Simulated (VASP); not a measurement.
# Sn (Fd-3m) in VASP: a series of runs, part 2 of 2

VASP 6.6.1. The steps go on from the part before.

## (4) Single point, PBE

Input file INCAR:

```
SYSTEM = Sn
PREC = Accurate
ENCUT = 200
EDIFF = 1E-7
ISMEAR = 0
SIGMA = 0.02
LREAL = .False.
LASPH = .True.
NELM = 80
ALGO = Normal
ISIF = 2
LWAVE = .False.
LCHARG = .False.
GGA = PE
```

Input file KPOINTS:

```
regular mesh
0
Gamma
  6 6 6
  0 0 0
```

Input file POSCAR:

```
Sn
1.0
    0.0000000000      3.2333428000      3.2333428000
    3.2333428000      0.0000000000      3.2333428000
    3.2333428000      3.2333428000      0.0000000000
Sn
2
Direct
    0.0000000000      0.0000000000      0.0000000000
    0.2500000000      0.2500000000      0.2500000000
```

Potentials or basis: VASP PAW PBE potentials, release 64 (Sn_d).

The run is started by

```
$ cat potpaw_PBE.64/Sn_d/POTCAR > POTCAR
$ mpirun -np 1 vasp_std > vasp.out
```

OUTCAR:

```text
SYSTEM = Sn
   PREC = Accurate
   ENCUT = 200
   EDIFF = 1E-7
   ISMEAR = 0
   LREAL = .False.
   LASPH = .True.
   NELM = 80
   ISIF = 2
   GGA = PE

 ion  position               nearest neighbor table
   1  0.000  0.000  0.000-   2 2.80   2 2.80   2 2.80   2 2.80
   2  0.250  0.250  0.250-   1 2.80   1 2.80   1 2.80   1 2.80

  LATTYP: Found a face centered cubic cell.
 ALAT       =     6.4666856000

  Lattice vectors:

 A1 = (   0.0000000000,   3.2333428000,   3.2333428000)
 A2 = (   3.2333428000,   0.0000000000,   3.2333428000)
 A3 = (   3.2333428000,   3.2333428000,   0.0000000000)

Analysis of symmetry for initial positions (statically):
=====================================================================
 Subroutine PRICEL returns:
 Original cell was already a primitive cell.

 Routine SETGRP: Setting up the symmetry group for a
 face centered cubic supercell.

 Subroutine GETGRP returns: Found 48 space group operations
 (whereof 24 operations were pure point group operations)
 out of a pool of 48 trial point group operations.

The static configuration has the point symmetry T_d .
 The point group associated with its full space group is O_h .
[... 152 lines left out ...]

  energy without entropy =       -7.35626722  energy(sigma->0) =       -7.35637170

 E-fermi :   5.7604     XC(G=0):  -8.9161

 val. band max:        5.3932207340   @ k =   0.1667   0.0000   0.0000
 cond. band min:       5.7603698726   @ k =   0.5000   0.0000   0.0000
 fundamental gap:      0.3671491386
 Fermi energy:         5.7603698725

 k-point     1 :       0.0000    0.0000    0.0000
  band No.  band energies     occupation
      1     -15.9807      2.00000
      2     -15.9807      2.00000
      3     -15.9467      2.00000
      4     -15.9467      2.00000
      5     -15.9467      2.00000
      6     -15.6700      2.00000
[... 313 lines left out ...]
      5     -15.8197      2.00000
      6     -15.8197      2.00000
[... 10 lines left out ...]
     17      11.1523      0.00000
     18      11.1523      0.00000

------------------------ aborting loop because EDIFF is reached ----------------------------------------

  FORCE on cell =-STRESS in cart. coord.  units (eV):
  Direction    XX          YY          ZZ          XY          YZ          ZX
  --------------------------------------------------------------------------------------
  -------------------------------------------------------------------------------------
  Total       -4.8472706     -4.8472706     -4.8472706     -0.0000000     -0.0000000      0.0000000
  in kB     -114.8742272   -114.8742272   -114.8742272     -0.0000000     -0.0000000      0.0000000
  external PRESSURE =    -114.8742272 kB  Pullay stress =       0.0000000 kB

 VOLUME and BASIS-vectors are now :
 -----------------------------------------------------------------------------
  energy-cutoff  :      200.00
  volume of cell :       67.61
      direct lattice vectors                 reciprocal lattice vectors
     0.000000000  3.233342800  3.233342800    -0.154638723  0.154638723  0.154638723
     3.233342800  0.000000000  3.233342800     0.154638723 -0.154638723  0.154638723
     3.233342800  3.233342800  0.000000000     0.154638723  0.154638723 -0.154638723

 POSITION                                       TOTAL-FORCE (eV/Angst)
 -----------------------------------------------------------------------------------
      0.00000      0.00000      0.00000        -0.000000     -0.000000     -0.000000
      1.61667      1.61667      1.61667         0.000000      0.000000      0.000000
 -----------------------------------------------------------------------------------
    total drift:                               -0.000000      0.000000      0.000000

  FREE ENERGIE OF THE ION-ELECTRON SYSTEM (eV)
  ---------------------------------------------------
  free  energy   TOTEN  =        -7.3564761828 eV

  energy  without entropy=       -7.3562672237  energy(sigma->0) =       -7.35637170
```

Wall time 7.1 s (1 thread of Intel Xeon Platinum 8488C (Sapphire Rapids), shared host); peak memory 0.13 GiB.

The run converged, but a check on its numbers failed (symmetry, net force, bounds or a known fault of this set-up), so they aren't taken as properties of the crystal.

Caveat: the cutoff lies under the usual one of these potentials, so the numbers hold a large basis-set error.

## (5) Single point, PBE

INCAR: that of step 4 with these lines changed.

```diff
@@ -2,3 +2,3 @@
 PREC = Accurate
-ENCUT = 200
+ENCUT = 250
 EDIFF = 1E-7
```

KPOINTS is that of step 4.

POSCAR is that of step 4.

The run is started by

```
$ cat potpaw_PBE.64/Sn_d/POTCAR > POTCAR
$ mpirun -np 1 vasp_std > vasp.out
```

Run time: 6.8 s. Hardware: 1 thread of Intel Xeon Platinum 8488C (Sapphire Rapids), shared host; peak memory 0.13 GiB.

The run converged. Its results:

```
Free energy            : -7.5937 eV
Band gap on the k mesh : none (metal or under the smearing width)
```

Levels at points of the mesh, in eV from the Fermi level:
| k point | band 11 | band 12 | band 13 | band 14 | band 15 | band 16 | band 17 | band 18 |
| --- | --- | --- | --- | --- | --- | --- | --- | --- |
| (0.00, 0.00, 0.00) | -10.69 | -0.58 | 0.07 | 0.07 | 0.07 | 2.15 | 2.15 | 2.15 |
| (0.50, 0.00, 0.00) | -9.05 | -6.35 | -1.15 | -1.15 | 0.00 | 3.22 | 3.22 | 5.63 |
| (0.50, 0.50, 0.00) | -7.56 | -7.56 | -2.51 | -2.51 | 0.80 | 0.80 | 7.78 | 7.78 |

Caveat: the cutoff is under 1.25 times the usual one of these potentials, so pressure, stress and relaxed cells hold a basis-set (Pulay) error.

## (6) Single point, PBE

INCAR: that of step 5 with these lines changed.

```diff
@@ -2,3 +2,3 @@
 PREC = Accurate
-ENCUT = 250
+ENCUT = 300
 EDIFF = 1E-7
```

KPOINTS is that of step 5.

POSCAR is that of step 5.

Potentials or basis: VASP PAW PBE potentials, release 64 (Sn_d).

The run is started by

```
$ cat potpaw_PBE.64/Sn_d/POTCAR > POTCAR
$ mpirun -np 1 vasp_std > vasp.out
```

OUTCAR:

```text
SYSTEM = Sn
   PREC = Accurate
   ENCUT = 300
   EDIFF = 1E-7
   ISMEAR = 0
   LREAL = .False.
   LASPH = .True.
   NELM = 80
   ISIF = 2
   GGA = PE

 ion  position               nearest neighbor table
   1  0.000  0.000  0.000-   2 2.80   2 2.80   2 2.80   2 2.80
   2  0.250  0.250  0.250-   1 2.80   1 2.80   1 2.80   1 2.80

  LATTYP: Found a face centered cubic cell.
 ALAT       =     6.4666856000

  Lattice vectors:

 A1 = (   0.0000000000,   3.2333428000,   3.2333428000)
 A2 = (   3.2333428000,   0.0000000000,   3.2333428000)
 A3 = (   3.2333428000,   3.2333428000,   0.0000000000)

Analysis of symmetry for initial positions (statically):
=====================================================================
 Subroutine PRICEL returns:
 Original cell was already a primitive cell.

 Routine SETGRP: Setting up the symmetry group for a
 face centered cubic supercell.

 Subroutine GETGRP returns: Found 48 space group operations
 (whereof 24 operations were pure point group operations)
 out of a pool of 48 trial point group operations.

The static configuration has the point symmetry T_d .
 The point group associated with its full space group is O_h .

Analysis of symmetry for dynamics (positions and initial velocities):
=====================================================================
 Subroutine PRICEL returns:
 Original cell was already a primitive cell.

 Routine SETGRP: Setting up the symmetry group for a
 face centered cubic supercell.

 Subroutine GETGRP returns: Found 48 space group operations
 (whereof 24 operations were pure point group operations)
 out of a pool of 48 trial point group operations.

The dynamic configuration has the point symmetry T_d .
 The point group associated with its full space group is O_h .

 Subroutine INISYM returns: Found 48 space group operations
 (whereof 24 operations are pure point group operations),
 and found     1 'primitive' translations

----------------------------------------------------------------------------------------

                                     Primitive cell

  volume of cell :      67.6060

  direct lattice vectors                    reciprocal lattice vectors
     0.000000000  3.233342800  3.233342800    -0.154638723  0.154638723  0.154638723
     3.233342800  0.000000000  3.233342800     0.154638723 -0.154638723  0.154638723
     3.233342800  3.233342800  0.000000000     0.154638723  0.154638723 -0.154638723

  length of vectors
     4.572637240  4.572637240  4.572637240     0.267842124  0.267842124  0.267842124

  position of ions in fractional coordinates (direct lattice)
     0.000000000  0.000000000  0.000000000
     0.250000000  0.250000000  0.250000000

  ion indices of the primitive-cell ions
   primitive index   ion index
                 1           1
                 2           2

----------------------------------------------------------------------------------------

 KPOINTS: regular mesh

Automatic generation of k-mesh.
 Grid dimensions read from file:
 generate k-points for:    6    6    6

 Generating k-lattice:

  Cartesian coordinates                     Fractional coordinates (reciprocal lattice)
    -0.025773120  0.025773120  0.025773120     0.166666667  0.000000000  0.000000000
     0.025773120 -0.025773120  0.025773120     0.000000000  0.166666667  0.000000000
     0.025773120  0.025773120 -0.025773120     0.000000000  0.000000000  0.166666667

  Length of vectors
     0.044640354  0.044640354  0.044640354

  Shift w.r.t. Gamma in fractional coordinates (k-lattice)
     0.000000000  0.000000000  0.000000000

 Subroutine IBZKPT returns following result:
 ===========================================

 Found     16 irreducible k-points:

 Following reciprocal coordinates:
            Coordinates               Weight
  0.000000  0.000000  0.000000      1.000000
  0.166667  0.000000  0.000000      8.000000
  0.333333  0.000000  0.000000      8.000000
  0.500000  0.000000  0.000000      4.000000
  0.166667  0.166667  0.000000      6.000000
  0.333333  0.166667  0.000000     24.000000
[... 8 lines left out ...]
 -0.333333  0.333333  0.166667     24.000000
 -0.333333  0.500000  0.166667     12.000000
   k-points           NKPTS =     16   k-points in BZ     NKDIM =     16   number of bands    NBANDS=     18
   number of dos      NEDOS =    301   number of ions     NIONS =      2
   total plane-waves  NPLWV =  21952
   dimension x,y,z NGX =    28 NGY =   28 NGZ =   28
   dimension x,y,z NGXF=    56 NGYF=   56 NGZF=   56
   ions per type =               2
   NGX,Y,Z   is equivalent  to a cutoff of  10.18, 10.18, 10.18 a.u.
   NGXF,Y,Z  is equivalent  to a cutoff of  20.36, 20.36, 20.36 a.u.
 SYSTEM =  Sn
   PREC   = accura    normal or accurate (medium, high low for compatibility)
   ISTART =      0    job   : 0-new  1-cont  2-samecut
   ICHARG =      2    charge: 1-file 2-atom 10-const
   ISPIN  =      1    spin polarized calculation?
   LNONCOLLINEAR =      F non collinear calculations
   LSORBIT =      F    spin-orbit coupling
   LASPH  =      T    aspherical Exc in radial PAW
   ENCUT  =  300.0 eV  22.05 Ry    4.70 a.u.   6.46  6.46  6.46*2*pi/ulx,y,z
   NELM   =     80;   NELMIN=  2; NELMDL= -5     # of ELM steps
   EDIFF  = 0.1E-06   stopping-criterion for ELM
   LREAL  =      F    real-space projection
   EDIFFG = 0.1E-05   stopping-criterion for IOM
   NSW    =      0    number of steps for IOM
   IBRION =     -1    ionic relax: 0-MD 1-quasi-New 2-CG
   NFREE  =      0    steps in history (QN), initial steepest desc. (CG)
   ISIF   =      2    stress and relaxation
   ISYM   =      2    0-nonsym 1-usesym 2-fastsym
   POTIM  = 0.5000    time-step for ionic-motion
   TEBEG  =    0.0;   TEEND  =   0.0 temperature during run
   PSTRESS=    0.0 pullay stress
   NELECT =      28.0000    total number of electrons
   NUPDOWN=      -1.0000    fix difference up-down
   EMIN   =  10.00;   EMAX   =-10.00  energy-range for DOS
   EFERMI =   0.00;   METHOD = LEGACY
   ISMEAR =     0;   SIGMA  =   0.02  broadening in eV -4-tet -1-fermi 0-gaus
   EFERMI_NEDOS =   21; number of points for ismear=-14 and -15
   IALGO  =     38    algorithm
   IMIX   =      4    mixing-type and parameters
     AMIX     =   0.40;   BMIX     =  1.00
     AMIX_MAG =   1.60;   BMIX_MAG =  1.00
  volume/ion in A,a.u.               =      33.80       228.11
  Fermi-wavevector in a.u.,A,eV,Ry     =   1.220298  2.306028 20.260793  1.489126
  Thomas-Fermi vector in A             =   2.355520
   LORBIT       =      0    0 simple, 1 ext, 2 COOP (PROOUT), +10 PAW based schemes
   GGA     = PE    functional components
   LHFCALC =     F    Hartree Fock is set to
   AEXX    =    0.0000 exact exchange contribution
   IVDW    =     0    specifies the selected vdW correction
   LEPSILON=     F    determine dielectric tensor
   LRPA    =     F    only Hartree local field effects (RPA)
 non-spin polarized calculation
 Gauss-broadening in eV      SIGMA  =   0.02
  energy-cutoff  :      300.00
  volume of cell :       67.61
 maximum number of plane-waves:       821
 NGX is ok and might be reduce to    28
   NGX = 13   NGY = 13   NGZ = 13

 number of electron      28.0000024 magnetization

 Free energy of the ion-electron system (eV)
  ---------------------------------------------------
  ext. energy  EPLUGINS =         0.00000000
  ---------------------------------------------------
  free energy    TOTEN  =        -7.59277604 eV

  energy without entropy =       -7.59256708  energy(sigma->0) =       -7.59267156

 E-fermi :   5.7744     XC(G=0):  -8.9175

 val. band max:        5.3949468356   @ k =   0.1667   0.0000   0.0000
 cond. band min:       5.7743701210   @ k =   0.5000   0.0000   0.0000
 fundamental gap:      0.3794232853
 Fermi energy:         5.7743701147

 k-point     1 :       0.0000    0.0000    0.0000
  band No.  band energies     occupation
      1     -15.9164      2.00000
      2     -15.9164      2.00000
      3     -15.9164      2.00000
      4     -15.8553      2.00000
      5     -15.8553      2.00000
      6     -15.5371      2.00000
[... 10 lines left out ...]
     17       7.9201      0.00000
     18       7.9201      0.00000
[... 295 lines left out ...]
 k-point    16 :      -0.3333    0.5000    0.1667
  band No.  band energies     occupation
      1     -15.9830      2.00000
      2     -15.9830      2.00000
      3     -15.7894      2.00000
      4     -15.7894      2.00000
      5     -15.6930      2.00000
      6     -15.6930      2.00000
[... 10 lines left out ...]
     17      11.1562      0.00000
     18      11.1562      0.00000

------------------------ aborting loop because EDIFF is reached ----------------------------------------

  FORCE on cell =-STRESS in cart. coord.  units (eV):
  Direction    XX          YY          ZZ          XY          YZ          ZX
  --------------------------------------------------------------------------------------
  -------------------------------------------------------------------------------------
  Total        1.4856625      1.4856625      1.4856625      0.0000000      0.0000000     -0.0000000
  in kB       35.2083352     35.2083352     35.2083352      0.0000000      0.0000000     -0.0000000
  external PRESSURE =      35.2083352 kB  Pullay stress =       0.0000000 kB

 VOLUME and BASIS-vectors are now :
 -----------------------------------------------------------------------------
  energy-cutoff  :      300.00
  volume of cell :       67.61
      direct lattice vectors                 reciprocal lattice vectors
     0.000000000  3.233342800  3.233342800    -0.154638723  0.154638723  0.154638723
     3.233342800  0.000000000  3.233342800     0.154638723 -0.154638723  0.154638723
     3.233342800  3.233342800  0.000000000     0.154638723  0.154638723 -0.154638723

 POSITION                                       TOTAL-FORCE (eV/Angst)
 -----------------------------------------------------------------------------------
      0.00000      0.00000      0.00000         0.000000      0.000000      0.000000
      1.61667      1.61667      1.61667        -0.000000     -0.000000     -0.000000
 -----------------------------------------------------------------------------------
    total drift:                                0.000000      0.000000      0.000000

  FREE ENERGIE OF THE ION-ELECTRON SYSTEM (eV)
  ---------------------------------------------------
  free  energy   TOTEN  =        -7.5927760414 eV

  energy  without entropy=       -7.5925670818  energy(sigma->0) =       -7.59267156
```

OSZICAR:

```text
N       E                     dE             d eps       ncg     rms          rms(c)
DAV:   1     0.177486003563E+03    0.17749E+03   -0.11468E+04   576   0.163E+03
DAV:   2     0.816052016696E+01   -0.16933E+03   -0.16737E+03   588   0.359E+02
DAV:   3    -0.721740601542E+01   -0.15378E+02   -0.15286E+02   636   0.127E+02
DAV:   4    -0.763840365829E+01   -0.42100E+00   -0.42081E+00   660   0.229E+01
DAV:   5    -0.765426442999E+01   -0.15861E-01   -0.15860E-01   784   0.375E+00    0.326E+00
DAV:   6    -0.761089565129E+01    0.43369E-01   -0.25314E-02   662   0.200E+00    0.193E+00
DAV:   7    -0.759053868720E+01    0.20357E-01   -0.50249E-02   636   0.232E+00    0.154E-01
DAV:   8    -0.759242557544E+01   -0.18869E-02   -0.44458E-03   614   0.781E-01    0.439E-02
DAV:   9    -0.759276245144E+01   -0.33688E-03   -0.48449E-04   614   0.156E-01    0.161E-02
DAV:  10    -0.759277225324E+01   -0.98018E-05   -0.32804E-05   650   0.527E-02    0.532E-03
DAV:  11    -0.759277630531E+01   -0.40521E-05   -0.77974E-06   604   0.244E-02    0.132E-03
DAV:  12    -0.759277613203E+01    0.17328E-06   -0.33971E-07   502   0.779E-03    0.302E-04
DAV:  13    -0.759277604144E+01    0.90593E-07   -0.48934E-08   430   0.222E-03
   1 F= -.75927760E+01 E0= -.75926716E+01  d E =-.208960E-03
```

It took 12 s on 1 thread of Intel Xeon Platinum 8488C (Sapphire Rapids), shared host; peak memory 0.14 GiB.

What came out:

```yaml
Free_energy: -7.5928 eV
Pressure: 3.5 GPa
Band_gap_on_the_k_mesh: none (metal or under the smearing width)
```

Levels at points of the mesh, in eV from the Fermi level:
```csv
k point,band 11,band 12,band 13,band 14,band 15,band 16,band 17,band 18
"(0.00, 0.00, 0.00)",-10.69,-0.58,0.07,0.07,0.07,2.15,2.15,2.15
"(0.50, 0.00, 0.00)",-9.05,-6.35,-1.15,-1.15,0.00,3.22,3.22,5.63
"(0.50, 0.50, 0.00)",-7.56,-7.56,-2.51,-2.51,0.80,0.80,7.78,7.78
```

## (7) Summary

```tsv
k mesh	cutoff (eV)	gap on the mesh (eV)	pressure (GPa)
10 × 10 × 10	520	none	3.7
12 × 12 × 12	520	none	3.7
6 × 6 × 6	250	none	-
6 × 6 × 6	300	none	3.5
```

Alike in all rows: task single point; level PBE; potentials or basis VASP PAW PBE potentials, release 64 (Sn_d); no spin polarisation; cell as given; smearing gaussian 0.02 eV.

Every run on the cell as given and a fine mesh finds a metal.

Caveats: the cutoff is under 1.25 times the usual one of these potentials, so pressure, stress and relaxed cells hold a basis-set (Pulay) error (some runs).

Absolute energies hang on the potentials; compare differences alone.
